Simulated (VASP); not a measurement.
# LiH (Fm-3m) in VASP: notebook, part 2 of 2

VASP 6.6.1.

## Step 3: Relaxation of cell and atoms, PBEsol

This run uses another cell than the first one, of 7.83 Å³/atom, 0.927 times its volume.

File INCAR:

```
SYSTEM = LiH
PREC = Accurate
ENCUT = 600
EDIFF = 1E-7
ISMEAR = 0
SIGMA = 0.03
LREAL = .False.
LASPH = .True.
NELM = 80
ALGO = Normal
ISIF = 3
LWAVE = .False.
LCHARG = .False.
GGA = PS
IBRION = 2
NSW = 90
EDIFFG = -0.005
KPAR = 8
```

File KPOINTS:

```
Automatic mesh
0
Gamma
  12 12 12
  0 0 0
```

File POSCAR:

```
LiH                                     
1.0
    0.0000000000      1.9860246743      1.9860246743
    1.9860246743      0.0000000000      1.9860246743
    1.9860246743      1.9860246743     -0.0000000000
  Li              H             
     1     1
Direct
     0.0000000000000000    0.0000000000000000    0.0000000000000000
     0.5000000000000000    0.5000000000000000    0.5000000000000000
```

Potentials or basis: VASP PAW PBE potentials, release 64 (Li_sv, H).

Launch:

```sh
> cat potpaw_PBE.64/Li_sv/POTCAR potpaw_PBE.64/H/POTCAR > POTCAR
> mpirun -np 8 vasp_std > vasp.out
```

OUTCAR:

```text
SYSTEM = LiH
   PREC = Accurate
   ENCUT = 600
   EDIFF = 1E-7
   ISMEAR = 0
   LREAL = .False.
   LASPH = .True.
   NELM = 80
   ISIF = 3
   GGA = PS
   IBRION = 2
   NSW = 90
   EDIFFG = -0.005

 ion  position               nearest neighbor table
   1  0.000  0.000  0.000-
   2  0.500  0.500  0.500-

  LATTYP: Found a face centered cubic cell.
 ALAT       =     3.9720493486

  Lattice vectors:

 A1 = (   0.0000000000,   1.9860246743,   1.9860246743)
 A2 = (   1.9860246743,   0.0000000000,   1.9860246743)
 A3 = (   1.9860246743,   1.9860246743,   0.0000000000)

Analysis of symmetry for initial positions (statically):
=====================================================================
 Subroutine PRICEL returns:
 Original cell was already a primitive cell.

 Routine SETGRP: Setting up the symmetry group for a
 face centered cubic supercell.

 Subroutine GETGRP returns: Found 48 space group operations
 (whereof 48 operations were pure point group operations)
 out of a pool of 48 trial point group operations.

The static configuration has the point symmetry O_h .

Analysis of symmetry for dynamics (positions and initial velocities):
=====================================================================
 Subroutine PRICEL returns:
 Original cell was already a primitive cell.

 Routine SETGRP: Setting up the symmetry group for a
 face centered cubic supercell.

 Subroutine GETGRP returns: Found 48 space group operations
 (whereof 48 operations were pure point group operations)
 out of a pool of 48 trial point group operations.

The dynamic configuration has the point symmetry O_h .

 Subroutine INISYM returns: Found 48 space group operations
 (whereof 48 operations are pure point group operations),
 and found     1 'primitive' translations

----------------------------------------------------------------------------------------

                                     Primitive cell

  volume of cell :      15.6669

  direct lattice vectors                    reciprocal lattice vectors
     0.000000000  1.986024674  1.986024674    -0.251759208  0.251759208  0.251759208
     1.986024674  0.000000000  1.986024674     0.251759208 -0.251759208  0.251759208
     1.986024674  1.986024674  0.000000000     0.251759208  0.251759208 -0.251759208

  length of vectors
     2.808663030  2.808663030  2.808663030     0.436059740  0.436059740  0.436059740

  position of ions in fractional coordinates (direct lattice)
     0.000000000  0.000000000  0.000000000
     0.500000000  0.500000000  0.500000000

  ion indices of the primitive-cell ions
   primitive index   ion index
                 1           1
                 2           2

----------------------------------------------------------------------------------------

 KPOINTS: Automatic mesh

Automatic generation of k-mesh.
 Grid dimensions read from file:
 generate k-points for:   12   12   12

 Generating k-lattice:

  Cartesian coordinates                     Fractional coordinates (reciprocal lattice)
    -0.020979934  0.020979934  0.020979934     0.083333333  0.000000000  0.000000000
     0.020979934 -0.020979934  0.020979934     0.000000000  0.083333333  0.000000000
     0.020979934  0.020979934 -0.020979934     0.000000000  0.000000000  0.083333333

  Length of vectors
     0.036338312  0.036338312  0.036338312

  Shift w.r.t. Gamma in fractional coordinates (k-lattice)
     0.000000000  0.000000000  0.000000000

 Subroutine IBZKPT returns following result:
 ===========================================

 Found     72 irreducible k-points:

 Following reciprocal coordinates:
            Coordinates               Weight
  0.000000  0.000000  0.000000      1.000000
  0.083333  0.000000  0.000000      8.000000
  0.166667  0.000000  0.000000      8.000000
  0.250000  0.000000  0.000000      8.000000
  0.333333  0.000000  0.000000      8.000000
  0.416667  0.000000  0.000000      8.000000
[... 16 lines left out ...]
  0.500000  0.166667  0.000000     24.000000
 -0.416667  0.166667  0.000000     24.000000
 [... further k-points ...]
   k-points           NKPTS =     72   k-points in BZ     NKDIM =     72   number of bands    NBANDS=      6
   number of dos      NEDOS =    301   number of ions     NIONS =      2
   total plane-waves  NPLWV =  13824
   dimension x,y,z NGX =    24 NGY =   24 NGZ =   24
   dimension x,y,z NGXF=    48 NGYF=   48 NGZF=   48
   ions per type =               1   1
   NGX,Y,Z   is equivalent  to a cutoff of  14.21, 14.21, 14.21 a.u.
   NGXF,Y,Z  is equivalent  to a cutoff of  28.41, 28.41, 28.41 a.u.
 SYSTEM =  LiH
   PREC   = accura    normal or accurate (medium, high low for compatibility)
   ISTART =      0    job   : 0-new  1-cont  2-samecut
   ICHARG =      2    charge: 1-file 2-atom 10-const
   ISPIN  =      1    spin polarized calculation?
   LNONCOLLINEAR =      F non collinear calculations
   LSORBIT =      F    spin-orbit coupling
   LASPH  =      T    aspherical Exc in radial PAW
   ENCUT  =  600.0 eV  44.10 Ry    6.64 a.u.   5.61  5.61  5.61*2*pi/ulx,y,z
   NELM   =     80;   NELMIN=  2; NELMDL= -5     # of ELM steps
   EDIFF  = 0.1E-06   stopping-criterion for ELM
   LREAL  =      F    real-space projection
   EDIFFG = -.5E-02   stopping-criterion for IOM
   NSW    =     90    number of steps for IOM
   IBRION =      2    ionic relax: 0-MD 1-quasi-New 2-CG
   NFREE  =      1    steps in history (QN), initial steepest desc. (CG)
   ISIF   =      3    stress and relaxation
   ISYM   =      2    0-nonsym 1-usesym 2-fastsym
   POTIM  = 0.5000    time-step for ionic-motion
   TEBEG  =    0.0;   TEEND  =   0.0 temperature during run
   PSTRESS=    0.0 pullay stress
   NELECT =       4.0000    total number of electrons
   NUPDOWN=      -1.0000    fix difference up-down
   EMIN   =  10.00;   EMAX   =-10.00  energy-range for DOS
   EFERMI =   0.00;   METHOD = LEGACY
   ISMEAR =     0;   SIGMA  =   0.03  broadening in eV -4-tet -1-fermi 0-gaus
   EFERMI_NEDOS =   21; number of points for ismear=-14 and -15
   IALGO  =     38    algorithm
   IMIX   =      4    mixing-type and parameters
     AMIX     =   0.40;   BMIX     =  1.00
     AMIX_MAG =   1.60;   BMIX_MAG =  1.00
  volume/ion in A,a.u.               =       7.83        52.86
  Fermi-wavevector in a.u.,A,eV,Ry     =   1.038565  1.962603 14.675468  1.078616
  Thomas-Fermi vector in A             =   2.173055
   LORBIT       =      0    0 simple, 1 ext, 2 COOP (PROOUT), +10 PAW based schemes
   GGA     = PS    functional components
   LHFCALC =     F    Hartree Fock is set to
   AEXX    =    0.0000 exact exchange contribution
   IVDW    =     0    specifies the selected vdW correction
   LEPSILON=     F    determine dielectric tensor
   LRPA    =     F    only Hartree local field effects (RPA)
 conjugate gradient relaxation of ions
 non-spin polarized calculation
 Gauss-broadening in eV      SIGMA  =   0.03
  energy-cutoff  :      600.00
  volume of cell :       15.67
 maximum number of plane-waves:       544
   NGX = 11   NGY = 11   NGZ = 11

 number of electron       3.9999998 magnetization

 Free energy of the ion-electron system (eV)
  ---------------------------------------------------
  ext. energy  EPLUGINS =         0.00000000
  ---------------------------------------------------
  free energy    TOTEN  =        -6.12125642 eV

  energy without entropy =       -6.12125642  energy(sigma->0) =       -6.12125642

 E-fermi :   0.4327     XC(G=0):  -8.7007

 val. band max:        0.2870444265   @ k =   0.5000   0.5000   0.0000
 cond. band min:       3.0101698222   @ k =   0.5000   0.5000   0.0000
 fundamental gap:      2.7231253957
 Fermi energy:         0.4327477730

 k-point     1 :       0.0000    0.0000    0.0000
  band No.  band energies     occupation
      1     -43.3904      2.00000
      2      -5.3612      2.00000
      3      16.7391      0.00000
      4      18.2891      0.00000
      5      18.2891      0.00000
      6      18.2892      0.00000
[... 199 lines left out ...]
 k-point    24 :      -0.4167    0.1667    0.0000
  band No.  band energies     occupation
      1     -43.3299      2.00000
      2      -1.9742      2.00000
      3       5.2316      0.00000
      4      10.4620      0.00000
      5      14.7517      0.00000
      6      16.1613      0.00000

 [... further k-points ...]

------------------------ aborting loop because EDIFF is reached ----------------------------------------

  FORCE on cell =-STRESS in cart. coord.  units (eV):
  Direction    XX          YY          ZZ          XY          YZ          ZX
  --------------------------------------------------------------------------------------
  -------------------------------------------------------------------------------------
  Total        0.0072797      0.0072797      0.0072797     -0.0000000      0.0000000     -0.0000000
  in kB        0.7444551      0.7444551      0.7444551     -0.0000000      0.0000000     -0.0000000
  external PRESSURE =       0.7444551 kB  Pullay stress =       0.0000000 kB

 VOLUME and BASIS-vectors are now :
 -----------------------------------------------------------------------------
  energy-cutoff  :      600.00
  volume of cell :       15.67
      direct lattice vectors                 reciprocal lattice vectors
     0.000000000  1.986024674  1.986024674    -0.251759208  0.251759208  0.251759208
     1.986024674  0.000000000  1.986024674     0.251759208 -0.251759208  0.251759208
     1.986024674  1.986024674  0.000000000     0.251759208  0.251759208 -0.251759208

 POSITION                                       TOTAL-FORCE (eV/Angst)
 -----------------------------------------------------------------------------------
      0.00000      0.00000      0.00000         0.000000     -0.000000      0.000000
      1.98602      1.98602      1.98602        -0.000000      0.000000     -0.000000
 -----------------------------------------------------------------------------------
    total drift:                                0.000000     -0.000000     -0.000000

  FREE ENERGIE OF THE ION-ELECTRON SYSTEM (eV)
  ---------------------------------------------------
  free  energy   TOTEN  =        -6.1212564186 eV

  energy  without entropy=       -6.1212564186  energy(sigma->0) =       -6.12125642

 reached required accuracy - stopping structural energy minimisation
```

CONTCAR:

```text
LiH
   1.00000000000000
     0.0000000000000000    1.9860246743000001    1.9860246743000001
     1.9860246743000001    0.0000000000000000    1.9860246743000001
     1.9860246743000001    1.9860246743000001    0.0000000000000000
  Li              H
     1     1
Direct
     0.0000000000000000    0.0000000000000000    0.0000000000000000
     0.5000000000000000    0.5000000000000000    0.5000000000000000

  0.00000000E+00  0.00000000E+00  0.00000000E+00
  0.00000000E+00  0.00000000E+00  0.00000000E+00
```

It took 3.4 s on 8 MPI ranks of Intel Xeon Platinum 8488C (Sapphire Rapids), shared host; peak memory 0.13 GiB.

Results:

| Quantity | Value |
| --- | --- |
| Free energy | -6.1213 eV |
| Pressure after relaxing | 0.1 GPa |
| Band gap on the k mesh | 2.72 eV, direct |

Final structure:
```yaml
crystal:
  lattice:
    - [0.00000, 1.98602, 1.98602]
    - [1.98602, 0.00000, 1.98602]
    - [1.98602, 1.98602, 0.00000]
  atoms:
    - { symbol: Li, position: [0.00000, 0.00000, 0.00000] }
    - { symbol: H, position: [0.50000, 0.50000, 0.50000] }
```

Caveat: the cutoff is under 1.25 times the usual one of these potentials, so pressure, stress and relaxed cells hold a basis-set (Pulay) error; the relaxation stopped at its first step, so nothing moved; the PAW data sets were made with another functional, which shifts forces and pressure a little. Expect the measured gap to be larger: semilocal functionals such as PBEsol lack the derivative discontinuity.

## Step 4: Relaxation of cell and atoms, PBEsol

File INCAR:

```
SYSTEM = LiH
  PREC = Accurate
  ENCUT = 600
  EDIFF = 1E-6
  ISMEAR = 0
  SIGMA = 0.03
  LREAL = .False.
  LASPH = .True.
  NELM = 80
  ALGO = Normal
  ISIF = 3
  LWAVE = .False.
  LCHARG = .False.
  GGA = PS
  IBRION = 2
  NSW = 90
  EDIFFG = -0.01
  KPAR = 4
```

File KPOINTS:

```
regular mesh
0
Gamma
  12 12 12
  0 0 0
```

File POSCAR:

```
LiH
1.0
    0.0000000000      2.0367500000      2.0367500000
    2.0367500000      0.0000000000      2.0367500000
    2.0367500000      2.0367500000      0.0000000000
Li H
1 1
Direct
    0.0000000000      0.0000000000      0.0000000000
    0.5000000000      0.5000000000      0.5000000000
```

Potentials or basis: VASP PAW PBE potentials, release 64 (Li_sv, H).

Launch:

```sh
> cat potpaw_PBE.64/Li_sv/POTCAR potpaw_PBE.64/H/POTCAR > POTCAR
> mpirun -np 4 vasp_std > vasp.out
```

OUTCAR:

```text
SYSTEM = LiH
   PREC = Accurate
   ENCUT = 600
   EDIFF = 1E-6
   ISMEAR = 0
   LREAL = .False.
   LASPH = .True.
   NELM = 80
   ISIF = 3
   GGA = PS
   IBRION = 2
   NSW = 90
   EDIFFG = -0.01

 ion  position               nearest neighbor table
   1  0.000  0.000  0.000-
   2  0.500  0.500  0.500-

  LATTYP: Found a face centered cubic cell.
 ALAT       =     4.0735000000

  Lattice vectors:

 A1 = (   0.0000000000,   2.0367500000,   2.0367500000)
 A2 = (   2.0367500000,   0.0000000000,   2.0367500000)
 A3 = (   2.0367500000,   2.0367500000,   0.0000000000)

Analysis of symmetry for initial positions (statically):
=====================================================================
 Subroutine PRICEL returns:
 Original cell was already a primitive cell.

 Routine SETGRP: Setting up the symmetry group for a
 face centered cubic supercell.

 Subroutine GETGRP returns: Found 48 space group operations
 (whereof 48 operations were pure point group operations)
 out of a pool of 48 trial point group operations.

The static configuration has the point symmetry O_h .

Analysis of symmetry for dynamics (positions and initial velocities):
=====================================================================
 Subroutine PRICEL returns:
 Original cell was already a primitive cell.

 Routine SETGRP: Setting up the symmetry group for a
 face centered cubic supercell.

 Subroutine GETGRP returns: Found 48 space group operations
 (whereof 48 operations were pure point group operations)
 out of a pool of 48 trial point group operations.

The dynamic configuration has the point symmetry O_h .

 Subroutine INISYM returns: Found 48 space group operations
 (whereof 48 operations are pure point group operations),
 and found     1 'primitive' translations

[... 125 lines left out ...]
 conjugate gradient relaxation of ions
 non-spin polarized calculation
 Gauss-broadening in eV      SIGMA  =   0.03
  energy-cutoff  :      600.00
  volume of cell :       16.90
 maximum number of plane-waves:       588
   NGX = 11   NGY = 11   NGZ = 11

--------------------------------------- Ionic step        1  -------------------------------------------

 number of electron       3.9999999 magnetization

 Free energy of the ion-electron system (eV)
  ---------------------------------------------------
  ext. energy  EPLUGINS =         0.00000000
  ---------------------------------------------------
  free energy    TOTEN  =        -6.11339092 eV

  energy without entropy =       -6.11339092  energy(sigma->0) =       -6.11339092

------------------------ aborting loop because EDIFF is reached ----------------------------------------

  FORCE on cell =-STRESS in cart. coord.  units (eV):
  Direction    XX          YY          ZZ          XY          YZ          ZX
  --------------------------------------------------------------------------------------
  -------------------------------------------------------------------------------------
  Total       -0.2581225     -0.2581225     -0.2581225     -0.0000000     -0.0000000      0.0000000
  in kB      -24.4733459    -24.4733459    -24.4733459     -0.0000000     -0.0000000      0.0000000
  external PRESSURE =     -24.4733459 kB  Pullay stress =       0.0000000 kB
[... 59 lines left out ...]
--------------------------------------- Ionic step        3  -------------------------------------------

 number of electron       3.9999998 magnetization

 Free energy of the ion-electron system (eV)
  ---------------------------------------------------
  ext. energy  EPLUGINS =         0.00000000
  ---------------------------------------------------
  free energy    TOTEN  =        -6.12312920 eV

  energy without entropy =       -6.12312920  energy(sigma->0) =       -6.12312920

 E-fermi :   0.4330     XC(G=0):  -8.7008

 val. band max:        0.2861809318   @ k =   0.5000   0.5000   0.0000
 cond. band min:       3.0099679859   @ k =   0.5000   0.5000   0.0000
 fundamental gap:      2.7237870541
 Fermi energy:         0.4330484562

 k-point     1 :       0.0000    0.0000    0.0000
  band No.  band energies     occupation
      1     -43.3894      2.00000
      2      -5.3618      2.00000
      3      16.7387      0.00000
      4      18.2892      0.00000
      5      18.2892      0.00000
      6      18.2892      0.00000
[... 199 lines left out ...]
 k-point    24 :      -0.4167    0.1667    0.0000
  band No.  band energies     occupation
      1     -43.3293      2.00000
      2      -1.9744      2.00000
      3       5.2303      0.00000
      4      10.4616      0.00000
      5      14.7516      0.00000
      6      16.1607      0.00000

 [... further k-points ...]

------------------------ aborting loop because EDIFF is reached ----------------------------------------

  FORCE on cell =-STRESS in cart. coord.  units (eV):
  Direction    XX          YY          ZZ          XY          YZ          ZX
  --------------------------------------------------------------------------------------
  -------------------------------------------------------------------------------------
  Total        0.0047414      0.0047414      0.0047414     -0.0000000     -0.0000000      0.0000000
  in kB        0.4848801      0.4848801      0.4848801     -0.0000000     -0.0000000      0.0000000
  external PRESSURE =       0.4848801 kB  Pullay stress =       0.0000000 kB
[... 17 lines left out ...]
  FREE ENERGIE OF THE ION-ELECTRON SYSTEM (eV)
  ---------------------------------------------------
  free  energy   TOTEN  =        -6.1231291980 eV

  energy  without entropy=       -6.1231291980  energy(sigma->0) =       -6.12312920

 reached required accuracy - stopping structural energy minimisation
```

OSZICAR:

```text
N       E                     dE             d eps       ncg     rms          rms(c)
DAV:   1    -0.818853982412E+00   -0.81885E+00   -0.16464E+03   870   0.673E+02
DAV:   2    -0.621870085516E+01   -0.53998E+01   -0.53998E+01  1242   0.706E+01
[... 18 lines left out ...]
DAV:   1    -0.613083759972E+01   -0.13207E-01   -0.28458E-01  1110   0.538E+00    0.107E+00
DAV:   2    -0.612597926053E+01    0.48583E-02   -0.12650E-02   978   0.119E+00    0.648E-01
DAV:   3    -0.612316753080E+01    0.28117E-02   -0.59163E-03  1470   0.552E-01    0.696E-02
DAV:   4    -0.612312138820E+01    0.46143E-04   -0.14273E-04   912   0.165E-01    0.161E-02
DAV:   5    -0.612313093918E+01   -0.95510E-05   -0.50718E-05  1230   0.605E-02    0.565E-03
DAV:   6    -0.612312935120E+01    0.15880E-05   -0.15673E-06   648   0.144E-02    0.108E-03
DAV:   7    -0.612312919796E+01    0.15324E-06   -0.33092E-07   558   0.648E-03
   3 F= -.61231292E+01 E0= -.61231292E+01  d E =-.973828E-02
```

CONTCAR:

```text
LiH
   1.00000000000000
    -0.0000000000000000    1.9860246736929514    1.9860246736929514
     1.9860246736929514   -0.0000000000000000    1.9860246736929514
     1.9860246736929514    1.9860246736929514    0.0000000000000000
  Li              H
     1     1
Direct
     0.0000000000000000    0.0000000000000000    0.0000000000000000
     0.5000000000000000    0.5000000000000000    0.5000000000000000

  0.00000000E+00  0.00000000E+00  0.00000000E+00
  0.00000000E+00  0.00000000E+00  0.00000000E+00
```

Run time: 10 s. Hardware: 4 MPI ranks of Intel Xeon Platinum 8488C (Sapphire Rapids), shared host; peak memory 0.12 GiB.

What came out:

```yaml
Free_energy: -6.1231 eV
Relaxed_volume: 7.83 Å³/atom
Relaxed_cell: a = 2.809 Å, b = 2.809 Å, c = 2.809 Å, α = 60.00°, β = 60.00°, γ = 60.00°
Space_group_after_relaxing_to_0.05_Å: Fm-3m (No. 225)
Energy_gained_by_relaxing: 4.9 meV/atom
Ionic_steps: 3
Pressure_after_relaxing: 0.0 GPa
Band_gap_on_the_k_mesh: 2.72 eV, direct
```

Step by step:
| step | energy change (eV) | largest force (eV/Å) | pressure (GPa) | volume (Å³) |
| --- | --- | --- | --- | --- |
| 1 | 0.0000 | 0.0000 | -2.45 | 16.90 |
| 2 | -0.0042 | 0.0000 | -1.88 | 16.58 |
| 3 | -0.0097 | 0.0000 | 0.05 | 15.67 |

Final structure:
```
Li H
1.0
     0.00000    1.98602    1.98602
     1.98602    0.00000    1.98602
     1.98602    1.98602    0.00000
Li H
1 1
Cartesian
  0.0000 0.0000 0.0000
  1.9860 1.9860 1.9860
```

Caveat: the cutoff is under 1.25 times the usual one of these potentials, so pressure, stress and relaxed cells hold a basis-set (Pulay) error; the PAW data sets were made with another functional, which shifts forces and pressure a little. A hybrid or GW would open this gap; PBEsol tends to underestimate it.
